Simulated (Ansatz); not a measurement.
## Response to strain in ZnTe

Base system: ZnTe in the zinc blende structure (space group F-43m, No. 216; a = 6.1147 Å). Axes: x, y, z lie along the cube axes.

Strains are applied to the cell and any free atomic positions relax; under biaxial strain the out-of-plane vector relaxes too.

All numbers come from r2SCAN (Ansatz, a quantum-chemistry and plane-wave program; PAW; 500 eV plane waves; spin-orbit coupling left out), earlier PAW set.

Notes on the quantities. pressure: mean of the normal stresses, compression positive.

```json
[
 {"change": "base", "volume per atom": "28.58 Å³", "band gap": "1.78 eV", "pressure": "0.01 GPa"},
 {"change": "biaxial strain −1.76 %, plane normal [110], relaxed out of plane", "volume per atom": "27.94 Å³", "band gap": "1.80 eV", "pressure": "1.19 GPa"},
 {"change": "biaxial strain −0.67 %, plane normal [111], relaxed out of plane", "volume per atom": "28.31 Å³", "band gap": "1.81 eV", "pressure": "0.49 GPa"},
 {"change": "biaxial strain +1.35 %, plane normal [111], relaxed out of plane", "volume per atom": "29.14 Å³", "band gap": "1.60 eV", "pressure": "-0.91 GPa"},
 {"change": "isotropic strain −2.09 %", "volume per atom": "26.82 Å³", "band gap": "2.11 eV", "pressure": "3.64 GPa"},
 {"change": "isotropic strain −1.97 %", "volume per atom": "26.92 Å³", "band gap": "2.09 eV", "pressure": "3.40 GPa"},
 {"change": "uniaxial strain ε_yy = −5.43 %", "volume per atom": "27.03 Å³", "band gap": "1.92 eV", "pressure": "3.10 GPa"},
 {"change": "uniaxial strain ε_yy = +1.59 %", "volume per atom": "29.03 Å³", "band gap": "1.68 eV", "pressure": "-0.75 GPa"},
 {"change": "uniaxial strain ε_zz = +4.85 %", "volume per atom": "29.96 Å³", "band gap": "1.47 eV", "pressure": "-2.13 GPa"},
 {"change": "tensor shear ε_yz = +1.95 %", "volume per atom": "28.57 Å³", "band gap": "1.63 eV", "pressure": "0.03 GPa"}
]
```

With Te present, leaving out spin-orbit coupling can change the band edges. Gaps are Kohn–Sham eigenvalue differences; semilocal functionals usually give less than the measured gap. Whether these cells are dynamically stable was not tested.
